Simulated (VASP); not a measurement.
C:

```
C
1.0
     2.52210    0.00000    0.00000
    -1.26105    2.18420    0.00000
     0.00000    0.00000   12.35570
C
12
Direct
  0.66667 0.33333 0.35417
  0.33333 0.66667 0.85417
  0.66667 0.33333 0.14583
  0.33333 0.66667 0.64583
  0.66667 0.33333 0.47917
  0.33333 0.66667 0.97917
  0.66667 0.33333 0.02083
  0.33333 0.66667 0.52083
  0.00000 0.00000 0.81250
  0.00000 0.00000 0.31250
  0.00000 0.00000 0.68750
  0.00000 0.00000 0.18750
```

This is a hexagonal form of diamond, not graphite.

Program: VASP 6.6.1. Alike in all runs: task band structure; potentials or basis VASP PAW PBE potentials, release 64 (C); no spin polarisation; cell as given; k mesh 12 × 12 × 3; cutoff (eV) 520; smearing fermi-dirac 0.05 eV.

Order these runs on this cell by their band gap on the k mesh, lowest first.
A. level SCAN
B. level TPSS
C. level rSCAN

B (4.41 eV), C (4.60 eV), A (4.78 eV).

